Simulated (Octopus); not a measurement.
Cr in Octopus: the effect of functional

Cr:

```xyz
1
Lattice="-1.4844 1.4844 1.4844 1.4844 -1.4844 1.4844 1.4844 1.4844 -1.4844" Properties=species:S:1:pos:R:3 pbc="T T T"
Cr    0.0000    0.0000    0.0000
```

Alike in all runs:

| Property | Result |
| --- | --- |
| Program | Octopus 16.4 |
| Task | single point |
| Potentials or basis | hgh_lda (LDA) |
| Grid spacing | 0.161 Å |
| k mesh | 10 × 10 × 10 |
| Occupations | fermi-dirac, width 0.05 eV |
| Spin | collinear spin, ferromagnetic start |
| Starting moments | [3.0] μB |

```tsv
functional	moment (μB)
LDA	4.18
r2SCAN	4.03
SCAN	4.23
TPSS	?
TASK	4.13
TB-mBJ	0.13
```

What does the run with functional TPSS give?

Moment 4.41 μB.

Caveats: this is an older set of potentials, less accurate than current ones; a model potential gives levels but no total energy or forces (some runs).

Runs at the PBE level aren't shown here.
